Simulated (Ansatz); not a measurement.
## Surface calculation: bcc Zr (210), 1 layer

The slab is cut from the bcc crystal, which needn't be the stable phase, as relaxed on PAW files (21.81 Å³/atom), with 16 Å of vacuum and a dipole correction:

```xyz
1
Lattice="7.8707 0.0000 0.0000 0.0000 3.5199 0.0000 0.0000 0.0000 16.0000" Properties=species:S:1:pos:R:3 pbc="T T T"
Zr    0.0000    0.0000    8.0000
```

Level of theory: DFT with PBEsol, scalar-relativistic, in Ansatz 0.2.0; a Γ-centred 5×10×1 k mesh, Fermi–Dirac smearing of 0.05 eV, no spin polarisation. LAPW: all electrons, basis error target 1 meV/atom; PAW: frozen-core files, cutoff 420 eV.

The bulk energy comes from a cell in the slab's orientation on a 5×10×5 mesh. The surface energy is (E(slab) − N·E(bulk))/2A at zero smearing, the mean of both faces; thin slabs carry quantum-size effects.

The PAW files were made under PBE.

As cut, the LAPW slab lies 5.698 eV above 1 atom of bulk. What surface energy is that?

Over two faces of 27.70 Å² it is 102.8 meV/Å², and times 16.02 J/m² per eV/Å² that gives γ = 1.647 J/m².

| method | γ as cut (J/m²) | Φ as cut (eV) |
| --- | --- | --- |
| LAPW | 1.647 | ? |

Give the missing entry: row "LAPW", column "Φ as cut (eV)".

3.50.

What changes if relativity is switched off, at the same positions?

LAPW then gives: no gap, work function 3.59 eV.

What changes if the images along the normal are cut off in place of the dipole correction?

LAPW then gives: no gap, work function 3.50 eV; PAW: no gap, work function 3.50 eV.
